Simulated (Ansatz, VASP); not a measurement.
**Ta2N in two plane-wave programs**

One calculation is typed for both programs; each brings its own data sets. How far apart do they land? The structure shown is the start of the Ansatz relaxation below; VASP solves that cell, so the two are compared at the walk's first step.

Calculated with Ansatz 0.2.0; plane waves, with VASP 6.6.1 beside it; single point at PBEsol.

### 1. Set-up

The cell holds 12 atoms: 8 Ta and 4 N. Its edges and angles: a = 6.240 Å, b = 6.240 Å, c = 17.400 Å, α = 90.0°, β = 90.0°, γ = 120.0°. It derives from Ta2N1. Kind MXene sheet; termination bare; lattice typed, then relaxed in the plane. Vacuum lies along c.

As a file:

```xyz
12
Lattice="6.2400 0.0000 0.0000 -3.1200 5.4040 0.0000 0.0000 0.0000 17.4000" Properties=species:S:1:pos:R:3
Ta    0.0000    3.6027    9.9000
Ta    1.5600    0.9007    9.9000
Ta    3.1200    3.6027    9.9000
Ta    4.6800    0.9007    9.9000
Ta    0.0000    0.0000    7.5000
Ta    4.6800    2.7020    7.5000
Ta    3.1200    0.0000    7.5000
Ta    1.5600    2.7020    7.5000
N     0.0000    1.8013    8.7000
N    -1.5600    4.5033    8.7000
N     3.1200    1.8013    8.7000
N     1.5600    4.5033    8.7000
```

### 2. Ansatz: relaxation, PBEsol

Ansatz runs on its default PAW (the set named soft_2) files.

The two programs are compared at the cell with which this relaxation starts, whose forces are those of its first step.

File input.yaml:

```yaml
crystal:
  lattice:
    - [6.24, 0.0, 0.0]
    - [-3.12, 5.4039985196, 0.0]
    - [0.0, 0.0, 17.4]
  atoms:
    - { symbol: Ta, position: [0.333333333, 0.666666667, 0.568965517], spin: 0.6 }
    - { symbol: Ta, position: [0.333333333, 0.166666667, 0.568965517], spin: -0.6 }
    - { symbol: Ta, position: [0.833333333, 0.666666667, 0.568965517], spin: 0.6 }
    - { symbol: Ta, position: [0.833333333, 0.166666667, 0.568965517], spin: -0.6 }
    - { symbol: "N", position: [0.166666667, 0.333333333, 0.5] }
    - { symbol: "N", position: [0.166666667, 0.833333333, 0.5] }
    - { symbol: "N", position: [0.666666667, 0.333333333, 0.5] }
    - { symbol: "N", position: [0.666666667, 0.833333333, 0.5] }
    - { symbol: Ta, position: [0.0, 0.0, 0.431034483], spin: 0.6 }
    - { symbol: Ta, position: [0.0, 0.5, 0.431034483], spin: -0.6 }
    - { symbol: Ta, position: [0.5, 0.0, 0.431034483], spin: 0.6 }
    - { symbol: Ta, position: [0.5, 0.5, 0.431034483], spin: -0.6 }
magnetization:
  spin_polarized: true
kpoints:
  mp_grid: { grid: [6, 6, 1] }
scf:
  occupations: { method: fermi_dirac, width: 0.05 }
  n_extra_bands: 11
hamiltonian:
  xc: pbesol
  pseudopotentials: { kind: paw }
output:
  forces: true
  write_potential: true
  volumetric_format: []
relax:
  f_tol: 0.03
  max_steps: 45
  cell: { fix: [c, alpha, beta] }
```

Started as:

```sh
> ansatz run input.yaml --threads 4 --pin off --max-ram 14336MiB --backend cpu --events-out ev --progress --plain --runs-dir out
```

Numbers of over 12 decimals in the logs are rounded to 6 here.

Output:

```text
scf.n_extra_bands = 11 over 62 filled bands (N_el = 124.0): the run solves 73 bands
Engine: ansatz 0.2.0, aarch64-unknown-linux-gnu
Pseudopotentials: kind: paw
Pseudopotential: Ta, paw, valence charge 13, recommended cutoff 420 eV (normal), Ta.paw.azcp
Pseudopotential: N, paw, valence charge 5, recommended cutoff 420 eV (normal), N.paw.azcp
Functional definition: PBEsol
  exchange = pbesol_x
  correlation = pbesol_c
Crystal: 12 atoms, lattice volume = 586.745 Å³
Basis set: ecut = 420 eV, 11495 PW (Γ), exchange–correlation on 90×90×240 points (8 copies of the dense FFT grid, shifted against one another)
Bands: 73, of which v1, the nominal top of the filled ones, is band 62 counted from 1 (61 counted from 0)
Symmetry: 8 space group operations
Space group: P2/m (ITA 10), of the structure as read, at distance tolerance 8.4e-5 Å
Magnetic group: BNS 10.49 (UNI 56), of the structure as read, at distance tolerance 8.4e-5 Å
k-points: 13 of 36
Non-local potential: Ta, projectors of the file, l = 0: 3, l = 1: 2, l = 2: 2, l = 3: 1
Non-local potential: N, projectors of the file, l = 0: 2, l = 1: 2, l = 2: 1
PAW form: soft (Blöchl's): semilocal exchange-correlation on the pseudo side does not see the compensation charge
PAW frozen core: Ta, regenerated for the run's functional, and the local potential with it (the file was generated under x = pbe(κ = 0.804, μ = 0.219515), c = pbe(β = 0.066725))
PAW frozen core: N, regenerated for the run's functional, and the local potential with it (the file was generated under x = pbe(κ = 0.804, μ = 0.219515), c = pbe(β = 0.066725))
PAW one-centre angular grid: Ta, 590 points (default); XC on 64 Gauss nodes
PAW one-centre angular grid: N, 110 points (default); XC on 64 Gauss nodes
Initial density: superposition of atomic densities (neutral atoms: chi_scale 0, normalization atom)
Starting moments: Σ|m| = 4.8 μB on 8 of 12 sites
Starting magnetic order: antiferromagnet; a translation exchanges its spin sublattices: spin-degenerate at every k-point
Initial wavefunctions: pseudopotential atomic-orbital guess
Functional: x = pbesol(κ = 0.804, μ = 0.123457), c = pbesol(β = 0.046)
the translation (0, 0.5, 0) carries every atom to within crystal.symmetry.tolerance of an atom of its element with the starting moment reversed, but both spin channels are solved: the dense FFT box has an odd point count along it
SCF iter   1: F=—  HF=-79972.554685 eV  |F-HF|=—  |Δ(HF+E_count)|=         —  Δρ=3.05e-2 (↑3.05e-2 ↓3.05e-2)  dr2=4.44e1  dr2_m=1.64e-1  M=0.000 μB ∫|m|=1.668 μB  β_m=0.30  ethr=3.10e-3  ⟨swp⟩=11.0  Hψ=9601  notcnv=0  defer=3
Mixer restart at iter 1: flushing history
preconditioner: auto → LDOS  [metal: Δε(μ)=0.043 eV  Ē_g=6.173 eV  σ=0.050 eV  W_gap=0.21  n_scr=82 (ndim 8)  ℏωp=11.1 eV  f_vac=0.598  D(μ)=7.69/eV (n_scr^D=38)]
spin=Collinear: LDOS preconditioning applied to the charge; magnetization (m = ρ↑ − ρ↓) channel mixes plain (no charge-response kernel on spin).
SCF iter   2: F=—  HF=-79966.245214 eV  |F-HF|=—  |Δ(HF+E_count)|=    6.31e0  Δρ=1.76e-2 (↑1.76e-2 ↓1.76e-2)  dr2=1.41e1  dr2_m=1.02e-1  M=0.000 μB ∫|m|=1.409 μB  β_m=0.50  ethr=3.10e-3  ⟨swp⟩=4.0  Hψ=3498  notcnv=0  defer=34
SCF iter   3: F=—  HF=-79963.429441 eV  |F-HF|=—  |Δ(HF+E_count)|=    2.82e0  Δρ=4.10e-3 (↑4.09e-3 ↓4.10e-3)  dr2=1.65e-1  dr2_m=1.98e-2  M=-0.000 μB ∫|m|=0.816 μB  β_m=0.68  ethr=3.10e-3  ⟨swp⟩=5.5  Hψ=4514  notcnv=0  defer=34
SCF iter   4: F=—  HF=-79963.536468 eV  |F-HF|=—  |Δ(HF+E_count)|=         —  Δρ=1.23e-3 (↑1.23e-3 ↓1.23e-3)  dr2=1.06e-2  dr2_m=5.27e-3  M=-0.000 μB ∫|m|=0.311 μB  β_m=0.68  ethr=1.33e-4  ⟨swp⟩=6.1  Hψ=4752  notcnv=0  defer=18
SCF iter   5: F=—  HF=-79963.539895 eV  |F-HF|=—  |Δ(HF+E_count)|=   3.43e-3  Δρ=5.26e-4 (↑5.26e-4 ↓5.26e-4)  dr2=1.69e-3  dr2_m=1.21e-3  M=-0.000 μB ∫|m|=0.171 μB  β_m=0.84  ethr=8.58e-6  ⟨swp⟩=3.3  Hψ=3904  notcnv=0  defer=16
SCF iter   6: F=—  HF=-79963.541405 eV  |F-HF|=—  |Δ(HF+E_count)|=   1.51e-3  Δρ=1.50e-4 (↑1.50e-4 ↓1.49e-4)  dr2=3.43e-4  dr2_m=7.88e-5  M=-0.000 μB ∫|m|=0.054 μB  β_m=0.80  ethr=1.36e-6  ⟨swp⟩=4.3  Hψ=4855  notcnv=0  defer=16
SCF iter   7: F=—  HF=-79963.541517 eV  |F-HF|=—  |Δ(HF+E_count)|=   1.12e-4  Δρ=6.51e-5 (↑6.49e-5 ↓6.51e-5)  dr2=2.28e-5  dr2_m=1.52e-5  M=-0.000 μB ∫|m|=0.025 μB  β_m=0.84  ethr=2.77e-7  ⟨swp⟩=2.9  Hψ=3478  notcnv=0  defer=16
SCF iter   8: F=—  HF=-79963.541562 eV  |F-HF|=—  |Δ(HF+E_count)|=   4.58e-5  Δρ=1.80e-5 (↑1.77e-5 ↓1.80e-5)  dr2=7.46e-7  dr2_m=1.51e-6  M=-0.000 μB ∫|m|=0.009 μB  β_m=0.92  ethr=1.84e-8  ⟨swp⟩=4.0  Hψ=4309  notcnv=0  defer=16
SCF iter   9: F=—  HF=-79963.541570 eV  |F-HF|=—  |Δ(HF+E_count)|=   7.18e-6  Δρ=4.83e-6 (↑4.83e-6 ↓4.65e-6)  dr2=1.48e-7  dr2_m=8.85e-8  M=-0.000 μB ∫|m|=0.002 μB  β_m=0.91  ethr=6.01e-10  ⟨swp⟩=4.3  Hψ=4651  notcnv=0  defer=16
[...]
SCF converged after 7 iterations
Magnetization: -0.0000 μB (62.0000 up, 62.0000 down)
Absolute magnetization: 0.0000 μB (∫|ρ↑−ρ↓|, with the PAW one-centre terms)
Spin contamination: 0.0000 ħ² per cell (⟨S²⟩ above its minimum at these occupations)
Per-site moments (μB) at R_I (Å): [(3.2713888685810514e-9, 0.871898), (-3.86997503245718e-9, 0.871898), (3.271388876350581e-9, 0.871898), (-3.869975045228691e-9, 0.871898), (7.934649052596672e-10, 0.871898), (1.1128724394760686e-9, 0.871898), (7.934648918931123e-10, 0.871898), (1.1128724202893307e-9, 0.871898), (3.271388933356257e-9, 0.871898), (-3.8699750395025374e-9, 0.871898), (3.2713889501447366e-9, 0.871898), (-3.869975003660682e-9, 0.871898)]
Free energy (F): -79964.141263 eV
Harris-Foulkes:  -79964.141263 eV  (|F-HF|=0.00e0)
Internal energy: -79964.100152 eV  (E = F + TS)
E sigma→0 (E₀):  -79964.120707 eV
Entropy (-TS):   -0.041110 eV (-3.426 meV/atom)
Fermi energy:    2.152721 eV
--- Per-component energies (eV) ---
  E_band       = -2865.712814
  E_kinetic    = 3459.046857
  E_local      = -78096.915232  (includes V_loc(G=0)·N_el)
  E_nonlocal   = 319.367941
  E_hartree    = 37191.323316
  E_xc         = -1970.526916
  E_vxc        = -1929.820991  (∫ρ·V_xc dr)
  E_paw        = -66671.555794  (= ΣΔE_a)
  E_vpaw       = -1000.039183  (= ΣTr[D̂ρ^β])
  E_aug_tail   = 0.001747  (compensation charges beyond the density's cutoff)
  E_ewald      = 25803.336363
  E_core_change = 1.821567  (= ΣΔE_core)
  E_smearing   = -0.041110  (= −TS)
  E_closure    = -0.000000  (closes the sum)
  Σ components = -79964.141263   (vs F -79964.141263, Δ=0.00e0)
--- Forces (eV/Å), atoms counted from 1 ---
  atom   1  Ta    -0.00000000     0.00000005     0.00022846
  atom   2  Ta    -0.00000000    -0.00000027     0.00025837
  atom   3  Ta    -0.00000000     0.00000005     0.00022846
  atom   4  Ta    -0.00000000    -0.00000027     0.00025837
  atom   5  N      0.00000000     0.00000000     0.00000000
  atom   6  N      0.00000000     0.00000000     0.00000000
  atom   7  N      0.00000000     0.00000000     0.00000000
  atom   8  N      0.00000000     0.00000000     0.00000000
  atom   9  Ta     0.00000000    -0.00000005    -0.00022846
  atom  10  Ta     0.00000000     0.00000027    -0.00025837
  atom  11  Ta     0.00000000    -0.00000005    -0.00022846
  atom  12  Ta     0.00000000     0.00000027    -0.00025837
  max |Σ_I F_I| component: 3.47e-18 eV/Å
--- Stress (GPa, compression-positive) ---
       -0.028367      -0.000000       0.000000
       -0.000000      -0.028367      -0.000000
        0.000000      -0.000000       0.000881
  P = ⅓ Tr σ = -0.0186 GPa (-0.186 kbar)
--- Band table (eV; the first three rows and the last of 26) ---
  k-point 0 ↑: bands = [... 58 lower, 1.8096, 1.9786, 1.9786, 1.9786, 3.4457, 3.4457, 3.4457, 3.6047, ... 7 higher]
  k-point 1 ↑: bands = [... 58 lower, 1.6522, 1.6531, 1.7788, 1.7788, 2.9584, 2.9584, 3.0883, 3.3773, ... 7 higher]
  k-point 2 ↑: bands = [... 58 lower, 1.3935, 1.3935, 1.8174, 2.0420, 2.4024, 2.4024, 3.0564, 3.1770, ... 7 higher]
  k-point 12 ↓: bands = [... 58 lower, 1.1752, 1.1979, 1.7327, 1.8554, 2.1900, 2.4705, 2.4754, 3.0142, ... 7 higher]
--- Relaxed structure (5 steps of the walk, 5 accepted, 1 SCFs on fresh bases) ---
  F+E_penalty+E_count = -79964.14126272 eV   max|allowed force component| = 2.584e-4 eV/Å   (the final SCF, on the basis selected at the relaxed cell)
  cell:  # Å, volume = 567.9512 Å³
    - [6.139254, 0.0, 0]
    - [-3.069627, 5.316750, 0]
    - [0, 0, 17.4]
  atoms:
    - { symbol: Ta, position: [0.333333, 0.666667, 0.566200] }
    - { symbol: Ta, position: [0.333333, 0.166667, 0.566200] }
    - { symbol: Ta, position: [0.833333, 0.666667, 0.566200] }
    - { symbol: Ta, position: [0.833333, 0.166667, 0.566200] }
    - { symbol: N, position: [0.166667, 0.333333, 0.5] }
    - { symbol: N, position: [0.166667, 0.833333, 0.5] }
    - { symbol: N, position: [0.666667, 0.333333, 0.5] }
    - { symbol: N, position: [0.666667, 0.833333, 0.5] }
    - { symbol: Ta, position: [-1.9501195997870414e-8, -3.900239198880193e-8, 0.433800] }
    - { symbol: Ta, position: [1.744115962765136e-8, 0.500000, 0.433800] }
    - { symbol: Ta, position: [0.500000, -3.900239198880193e-8, 0.433800] }
    - { symbol: Ta, position: [0.500000, 0.500000, 0.433800] }
```

Reading the cycles: dr2 is the Hartree energy of the density residual (eV), the measure of convergence; HF is the Harris–Foulkes estimate of the energy, which meets the free energy F at convergence.

(Continued in part 2 of 2.)

[Lines on the potential files, build, host, timing and source positions are cut from VASP's logs without a mark.]

[Logs are printed without paths, hosts, clocks, repeated set-up lines and the standing remarks that a program may print on its own settings, such as how far it seeks lower states.]

[Hosts, paths, dates, database ids (printed as entryN), source tags and the programs' standing remarks are cut or masked in the printed files.]
